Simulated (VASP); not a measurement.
Te2Mo, a slab with vacuum:

```
Te Mo
1.0
     3.56023    0.00000    0.00000
    -1.78012    3.08325    0.00000
     0.00000    0.00000   17.52406
Te Mo
2 1
Direct
  0.33333 0.66667 0.10214
  0.33333 0.66667 0.89786
  0.00000 0.00000 0.00000
```

```yaml
Program: VASP 6.6.1
Task: single point
Functional: PBE
Potentials_or_basis: VASP PAW PBE potentials, release 64 (Te, Mo_sv)
Cutoff: 520 eV
k_mesh: 9 × 9 × 2
Occupations: fermi-dirac, width 0.05 eV
Spin: no spin polarisation
```

On this cell: largest force 0.231 eV/Å; band gap on the k mesh 1.05 eV, direct.

The same run follows on a disturbed copy (atoms moved at random, drawn with an rms of 0.05 Å):

```xyz
3
Lattice="3.5602 0.0000 0.0000 -1.7801 3.0833 0.0000 0.0000 0.0000 17.5241" Properties=species:S:1:pos:R:3 pbc="T T T"
Te   -0.0160    2.0680    1.7436
Te    0.0402    2.0447   15.7363
Mo   -0.0618   -0.0598    0.0200
```

**Question.** What does the disturbed cell give?

**Answer.** The energy moves by +37.8 meV/atom; largest force 1.708 eV/Å; band gap on the k mesh 1.02 eV, direct.

Forces on the atoms (eV/Å):
```
Te  -0.404 -0.551  1.158
Te  -0.692 -0.371 -0.226
Mo   1.096  0.921 -0.932
```

Caveats: spin-orbit coupling is left out, which moves the levels of the heavy elements.

A k mesh can miss the band edges.
